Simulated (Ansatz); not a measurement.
ZnO in the rocksalt structure at its r2SCAN geometry, run in the plane-wave code Ansatz at 4 levels of theory. No spin polarisation and no zero-point or thermal motion; the cell was built from a prototype and may be hypothetical.

The r2SCAN input:
```yaml
crystal:
  lattice:
    - [0.0, 2.1337703972, 2.1337703972]
    - [2.1337703972, 0.0, 2.1337703972]
    - [2.1337703972, 2.1337703972, 0.0]
  atoms:
    - { symbol: Zn, position: [0.0, 0.0, 0.0] }
    - { symbol: O, position: [0.5, 0.5, 0.5] }
kpoints:
  mp_grid: { grid: [10, 10, 10] }
  band_path:
    path:
      - [0.0, 0.0, 0.0]
      - [0.5, 0.0, 0.5]
      - [0.625, 0.25, 0.625]
      - [0.375, 0.375, 0.75]
      - [0.5, 0.5, 0.5]
      - [0.5, 0.25, 0.75]
      - [0.0, 0.0, 0.5]
    npoints: 1
hamiltonian:
  xc: r2scan
scf:
  occupations: { method: fixed }
  n_extra_bands: 4
output:
  forces: true
  stress: true
  eigenvalues: true
```

Main results, then, where recorded, the levels near the gap in eV from the Fermi energy (columns number the bands from 0), one row a point of the path (Γ, X, U, K, L, W, L):
```
Crystal: 2 atoms, lattice volume = 19.430 Å³
Symmetry: 48 space group operations
Space group: Fm-3m (ITA 225)
```
```
Basis set: ecut = 500 eV, 531 PW (Γ)
k-points: 47 of 1000
SCF 1 converged in 7 iterations: F = -3894.720338 eV  dr2 = 2.38e-10
Free energy (F): -3894.720338 eV
Fermi energy:    9.813807 eV
--- Stress (GPa, compression-positive) ---
       -0.000619       0.000000       0.000000
        0.000000      -0.000619       0.000000
        0.000000       0.000000      -0.000619
  P = ⅓ Tr σ = -0.0006 GPa (-0.006 kbar)
```
```tsv
band_6	band_7	band_8	band_9	band_10	band_11
-1.438	-1.438	-1.438	1.567	18.823	18.823
-4.121	-2.888	-2.888	5.068	11.700	11.983
-3.760	-3.142	-1.486	6.927	10.672	11.495
-3.760	-3.142	-1.486	6.927	10.672	11.495
-3.673	0.000	0.000	6.201	10.076	13.805
-3.503	-3.503	-2.097	7.718	11.416	11.416
-3.673	0.000	0.000	6.201	10.076	13.805
```

r2SCAN gives an indirect gap of 1.57 eV, from L to Γ; the least direct gap is 3.01 eV at Γ.

Problem. In the first input these blocks are replaced (the band path and keys that only write files left aside):
```yaml
kpoints:
  mp_grid: { grid: [8, 8, 8] }
hamiltonian:
  xc: hse06
```
What comes out?

Solution.
```
Basis set: ecut = 420 eV, 339 PW (Γ)
k-points: 29 of 512
SCF 1 stopped early in 3 iterations: F = -3886.526831 eV  dr2 = 7.79e-6
Exchange kernel: α = 0.2500, screened, ω = 0.2079 Å⁻¹, Wigner–Seitz truncation, v(0) = 1046.6584 eV·Å³, q-mesh 8×8×8
SCF 2 stopped early in 7 iterations: F = -3886.442595 eV  dr2 = 3.40e-6
hybrid outer 1: dexx = +1.237e-2 eV, tail = 4.74e-5 eV
SCF 3 converged in 4 iterations: F = -3886.441899 eV  dr2 = 2.06e-9
hybrid outer 2: dexx = +7.462e-7 eV, tail = 1.91e-8 eV, Δε = 6.20e-3 eV
Free energy (F): -3886.441899 eV
Fermi energy:    8.862292 eV
--- Stress (GPa, compression-positive) ---
        0.912812       0.000000       0.000000
        0.000000       0.912812       0.000000
        0.000000       0.000000       0.912812
  P = ⅓ Tr σ = 0.9128 GPa (9.128 kbar)
```
```tsv
band_6	band_7	band_8	band_9	band_10	band_11
-1.220	-1.220	-1.220	2.739	20.042	20.042
-5.254	-2.791	-2.791	6.444	13.031	13.107
-4.278	-3.482	-1.545	8.342	11.921	12.847
-4.278	-3.482	-1.545	8.342	11.921	12.847
-4.369	0.000	0.000	7.292	11.715	15.088
-3.807	-3.807	-2.268	9.206	12.705	12.705
-4.369	0.000	0.000	7.292	11.715	15.088
```
With HSE06 the valence top lies at L and the conduction bottom at Γ, 2.74 eV higher; the smallest vertical gap, at Γ, is 3.96 eV. At this geometry HSE06 finds +0.9 GPa, compression counted positive: its own equilibrium volume is larger. The stress of a hybrid is loosely converged here.

PBE0. Against the first input these blocks differ (the band path and keys that only write files left aside):
```yaml
kpoints:
  mp_grid: { grid: [8, 8, 8] }
hamiltonian:
  xc: pbe0
```

```
Basis set: ecut = 420 eV, 339 PW (Γ)
k-points: 29 of 512
SCF 1 stopped early in 3 iterations: F = -3886.526080 eV  dr2 = 7.49e-6
SCF 2 stopped early in 7 iterations: F = -3886.602470 eV  dr2 = 1.89e-6
hybrid outer 1: dexx = +1.640e-2 eV, tail = 5.23e-5 eV
SCF 3 converged in 4 iterations: F = -3886.601841 eV  dr2 = 1.93e-9
hybrid outer 2: dexx = +7.582e-7 eV, tail = 2.23e-8 eV, Δε = 6.55e-3 eV
Free energy (F): -3886.601841 eV
Fermi energy:    8.471529 eV
--- Stress (GPa, compression-positive) ---
        0.755048       0.000000       0.000000
        0.000000       0.755048       0.000000
        0.000000       0.000000       0.755048
  P = ⅓ Tr σ = 0.7550 GPa (7.550 kbar)
```
```tsv
band_6	band_7	band_8	band_9	band_10	band_11
-1.214	-1.214	-1.214	3.433	20.828	20.828
-5.284	-2.804	-2.804	7.184	13.798	13.884
-4.305	-3.508	-1.554	9.094	12.691	13.622
-4.305	-3.508	-1.554	9.094	12.691	13.622
-4.397	0.000	0.000	8.031	12.493	15.854
-3.831	-3.831	-2.291	9.968	13.477	13.477
-4.397	0.000	0.000	8.031	12.493	15.854
```

With PBE0 the valence top lies at L and the conduction bottom at Γ, 3.43 eV higher; the smallest vertical gap, at Γ, is 4.65 eV. The mean pressure is +0.8 GPa (compression positive), so PBE0 would enlarge the cell's volume. (The program warns that its thresholds are loose for a hybrid's stress.)

Problem. In the first input these blocks are replaced (the band path and keys that only write files left aside):
```yaml
kpoints:
  mp_grid: { grid: [8, 8, 8] }
hamiltonian:
  xc: hf
```
What comes out?

Solution.
```
Basis set: ecut = 420 eV, 339 PW (Γ)
k-points: 29 of 512
SCF 1 stopped early in 4 iterations: F = -3839.268047 eV  dr2 = 5.85e-5
SCF 2 stopped early in 6 iterations: F = -3840.754604 eV  dr2 = 6.20e-4
hybrid outer 1: dexx = +7.586e-1 eV, tail = 1.18e-2 eV
SCF 3 stopped early in 5 iterations: F = -3840.721584 eV  dr2 = 6.86e-7
hybrid outer 2: dexx = +9.608e-4 eV, tail = 6.61e-5 eV, Δε = 1.29e-1 eV
SCF 4 converged in 5 iterations: F = -3840.721491 eV  dr2 = 4.13e-9
hybrid outer 3: dexx = +5.298e-6 eV, tail = 2.07e-7 eV, Δε = 6.52e-3 eV
SCF 5 converged in 2 iterations: F = -3840.721491 eV  dr2 = 1.57e-9
hybrid outer 4: dexx = +9.184e-9 eV, tail = 6.36e-9 eV, Δε = 2.99e-4 eV, ΔF = 1.68e-29 eV/Å
Free energy (F): -3840.721491 eV
Fermi energy:    4.553012 eV
--- Stress (GPa, compression-positive) ---
        3.320108       0.000000       0.000000
        0.000000       3.320108       0.000000
        0.000000       0.000000       3.320108
  P = ⅓ Tr σ = 3.3201 GPa (33.201 kbar)
```
```tsv
band_6	band_7	band_8	band_9	band_10	band_11
-0.891	-0.891	-0.891	12.118	29.847	29.854
-6.073	-2.741	-2.741	16.462	22.084	23.715
-4.972	-3.886	-1.638	18.443	21.725	23.178
-4.972	-3.886	-1.638	18.443	21.725	23.178
-5.777	0.000	0.000	16.616	22.641	25.192
-4.277	-4.277	-2.377	19.504	22.728	22.728
-5.777	0.000	0.000	16.616	22.641	25.192
```
Hartree-Fock gives an indirect gap of 12.12 eV, from L to Γ; the least direct gap is 13.01 eV at Γ. At this geometry Hartree-Fock finds +3.3 GPa, compression counted positive: its own equilibrium volume is larger. (The program warns that its thresholds are loose for a hybrid's stress.)

Small level splittings and stresses of the hybrids carry the error of their coarser meshes.

Totals of different functionals can't be compared.

The meshes of the hybrids are coarse, so their gaps aren't converged to the digits shown.
